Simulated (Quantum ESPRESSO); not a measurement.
Input of a Quantum ESPRESSO 7.5 run:

Contents of pw.in:

```
&CONTROL
  calculation = 'scf'
  prefix = 'pwscf'
  outdir = './tmp'
  pseudo_dir = './pseudo'
  tprnfor = .true.
  tstress = .true.
  disk_io = 'nowf'
/
&SYSTEM
  ibrav = 0
  nat = 3
  ntyp = 2
  ecutwfc = 56
  ecutrho = 448
  nbnd = 23
  occupations = 'smearing'
  smearing = 'gaussian'
  degauss = 0.00367493
  nspin = 2
  starting_magnetization(1) = 0.1429
  starting_magnetization(2) = 0
/
&ELECTRONS
  conv_thr = 1.2d-07
  electron_maxstep = 100
  mixing_beta = 0.7
  mixing_ndim = 20
/
ATOMIC_SPECIES
W    183.8400 w_pbesol_v1.2.uspp.F.UPF
S     32.0600 s_pbesol_v1.4.uspp.F.UPF
CELL_PARAMETERS angstrom
   1.5790001700    0.9116361700    6.1633291500
  -1.5790001700    0.9116361700    6.1633291500
   0.0000000000   -1.8232723400    6.1633291500
ATOMIC_POSITIONS crystal
W      0.0000000000    0.0000000000    0.0000000000
S      0.7503000000    0.7503000000    0.7503000000
S      0.5810000000    0.5810000000    0.5810000000
K_POINTS automatic
7 7 7 0 0 0
HUBBARD {ortho-atomic}
U W-5d 8.0
```

Potentials or basis: GBRV 1.5 PBEsol.

Launch:

```sh
$ OMP_NUM_THREADS=1 mpirun -n 2 pw.x -nk 2 -in pw.in > pw.out
```

Q: Estimate the absolute moment.

A: 2.87 μB per cell.

Q: What does it give for the site moments?

A: W +1.58; S -0.17, -0.19 μB.

Forces on the atoms (eV/Å):
```
W    0.000  0.000 -0.405
S    0.000  0.000  1.398
S    0.000  0.000 -0.993
```

Caveat: the k mesh is coarse; forces of over 1 eV/Å show positions far from the minimum, so gaps and moduli don't describe the material at rest. Spin-orbit coupling is left out, which matters for the levels of W.
